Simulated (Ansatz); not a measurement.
# Zinc-blende ZnTe

The numbers are results of PBEsol (plane waves, PAW; Ansatz, an electronic-structure program), not measurements.

Numerical settings: plane-wave cutoff 500 eV, 6×6×1 k mesh (along the axes of the cell as run), gaussian smearing 0.02 eV, scalar-relativistic PAW data made under PBE.

Cell: relaxed at this level.

* **surface energy of the (110) face**: 0.33 J/m²
* **ionisation potential of the slab**: 5.13 eV

The slab of 16 atoms is relaxed and unreconstructed.

Spin–orbit coupling is not included.

The computed numbers hold no vibrational or temperature effects.

The result took very roughly 18 core-minutes.
